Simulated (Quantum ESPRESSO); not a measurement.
W:

```
W
1.0
    -1.58234    1.58234    1.58234
     1.58234   -1.58234    1.58234
     1.58234    1.58234   -1.58234
W
1
Direct
  0.00000 0.00000 0.00000
```

* Program: Quantum ESPRESSO 7.5
* Task: phonons and electron-phonon coupling
* Functional: PBEsol
* Potentials or basis: GBRV 1.5 PBEsol
* Cutoff: 762 eV
* Density cutoff: 6095 eV
* k mesh: 9 × 9 × 9
* Occupations: methfessel-paxton, width 0.272 eV
* Spin: no spin polarisation
* Mixing beta: 0.5
* Most SCF iterations: 120
* SCF threshold: 2e-10 Ry
* q mesh: 3 × 3 × 3

The cell and the atoms were relaxed first, to 15.69 Å³/atom (a = 2.732 Å, b = 2.732 Å, c = 2.732 Å, α = 109.47°, β = 109.47°, γ = 109.47°), and the response was taken there.

Levels for the coupling come from a 27 × 27 × 27 mesh; ten broadenings of the double delta from 0.07 to 0.68 eV; Tc from the McMillan formula in the Allen-Dynes form.

Task: How strong is the electron-phonon coupling, and what superconducting temperature follows?

Result: Over broadenings from 0.27 to 0.54 eV, λ lies between 0.38 and 0.39 and ω_log near 226 K, which gives Tc from 0.7 to 0.8 K at μ* = 0.10 and from 0.3 to 0.3 K at μ* = 0.13.

Electron-phonon coupling by broadening of the double delta (levels on a 27 × 27 × 27 mesh):
```
broadening (eV)     λ  N(E_F) (states/eV a spin and cell)  ω_log (K)  Tc, μ* 0.10 (K)  Tc, μ* 0.13 (K)
           0.07  0.38                               0.223        218              0.7              0.3
           0.14  0.42                               0.203        226              1.2              0.6
           0.20  0.41                               0.210        228              1.1              0.5
           0.27  0.39                               0.218        228              0.8              0.3
           0.34  0.39                               0.225        227              0.8              0.3
           0.41  0.38                               0.231        226              0.7              0.3
           0.48  0.38                               0.235        226              0.7              0.3
           0.54  0.38                               0.238        225              0.8              0.3
           0.61  0.39                               0.241        225              0.8              0.3
           0.68  0.39                               0.245        225              0.8              0.3
```

The same from a weighted sum over the computed q points, without interpolation:
```csv
broadening (eV),λ,ω_log (K),"Tc, μ* 0.10 (K)","Tc, μ* 0.13 (K)"
0.07,0.36,233,0.5,0.2
0.14,0.40,238,1.0,0.4
0.20,0.39,237,0.9,0.4
0.27,0.38,236,0.7,0.3
0.34,0.37,235,0.6,0.2
0.41,0.37,234,0.6,0.2
0.48,0.37,233,0.6,0.2
0.54,0.37,233,0.6,0.2
0.61,0.37,232,0.6,0.2
0.68,0.38,232,0.7,0.3
```

Eliashberg function at a broadening of 0.27 eV:
| cm⁻¹ | α²F |
| --- | --- |
| 5 | 0.000 |
| 16 | 0.000 |
| 27 | 0.000 |
| 38 | 0.001 |
| 49 | 0.002 |
| 60 | 0.004 |
| 71 | 0.008 |
| 82 | 0.013 |
| 92 | 0.020 |
| 103 | 0.031 |
| 114 | 0.049 |
| 125 | 0.078 |
| 136 | 0.141 |
| 147 | 0.332 |
| 158 | 0.708 |
| 169 | 0.358 |
| 179 | 0.247 |
| 190 | 0.513 |
| 201 | 0.337 |
| 212 | 0.071 |

The smallest broadenings aren't converged on these meshes, and μ* is assumed, not computed; spin fluctuations are left out.

Caveat: the k mesh is coarse; the mesh is thin for the phonons of a metal; λ from interpolated matrix elements is rough: modes that symmetry makes equal can differ by tens of percent; the q mesh is small, so phonon branches between its points and thermal values are rough.
